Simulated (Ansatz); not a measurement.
Se: energy change per atom and pressure against volume scale

Results calculated with Ansatz 0.2.0, not measured. Plane-wave DFT, scalar-relativistic PAW made under PBE with cores redone for the functional, no dispersion; the given relaxed cell is scaled uniformly, energy at zero smearing counts from the unscaled cell, pressure at the given Fermi-Dirac smearing is positive in compression.

The cell before it is scaled or strained (space group Im-3m, No. 229):
```
Se
1.0
     -1.7303     1.7303     1.7303
      1.7303    -1.7303     1.7303
      1.7303     1.7303    -1.7303
Se
1
Direct
  0.00000 0.00000 0.00000
```

Settings of every row: spin polarised no; functional revPBE; wave cutoff 420 eV; smearing width 0.1 eV; k mesh 14x14x14.

Atom starting moment: 0 on all atoms.

Limits: the cell comes from a prototype or a list of computed structures and needn't be the stable phase.

```
row  volume scale  V (Å³/atom)  energy change per atom (meV)  pressure (GPa)
  1          0.88       18.235                         85.26           12.08
  2          0.92       19.064                         36.01            7.26
  3          0.96       19.893                          9.09             3.4
  4          1.04       21.551                           5.2           -2.13
  5          1.08       22.379                             ?               ?
  6          1.12       23.208                          47.4            -5.6
```

Question: what energy change per atom and pressure should row 5 give?

Worked fit of energy change per atom. Take u = (V_r/V)^(2/3) − 1 with V_r = 19.893 Å³ an atom, which is twice the finite (Eulerian) strain; such expansions in the strain, on which the Birch-Murnaghan equation of state is built, carry the rest volume and the bulk modulus. The shown rows have u = 0.05973, 0.02878, 0, -0.05197, -0.09765. Least squares give energy change per atom = 9.307 + 637.2 × u + 10543.5 × u² meV; a straight line predicts inner rows, each left out in turn, worse (root mean square 30 against 0.69 meV). The rows lie off it by 0.28, -0.37, -0.22, 0.53, -0.22 (root mean square 0.34 meV). The withheld row has u = -0.0755, so the fit gives 9.307 + 637.2 × (-0.0755) + 10543.5 × (-0.0755)² = 21.30 meV.

The calculation gave 21.79 meV. The fit lies 0.49 meV (2.2 % of the value, 0.61 % of the column's range) below it; its largest miss of a shown row is 0.53 meV.

Worked fit of pressure. Take u = (V_r/V)^(2/3) − 1 with V_r = 19.893 Å³ an atom, which is twice the finite (Eulerian) strain; such expansions in the strain, on which the Birch-Murnaghan equation of state is built, carry the rest volume and the bulk modulus. The shown rows have u = 0.05973, 0.02878, 0, -0.05197, -0.09765. Least squares give pressure = 3.416 + 124.79 × u + 334 × u² GPa; a straight line predicts inner rows, each left out in turn, worse (root mean square 0.95 against 0.048 GPa). The rows lie off it by 0.02, -0.02, -0.02, 0.04, -0.02. The pressure vanishes at u = -0.0297, or V = 20.81 Å³ an atom, and there the bulk modulus at fixed shape and fractions is B = −V dP/dV = (2/3)(1 + u) dP/du = 67.9 GPa. The withheld row has u = -0.0755, so the fit gives 3.416 + 124.79 × (-0.0755) + 334 × (-0.0755)² = -4.10 GPa.

The calculation gave -4.07 GPa. The fit lies 0.03 GPa (0.17 % of the column's range) below it; its largest miss of a shown row is 0.04 GPa.
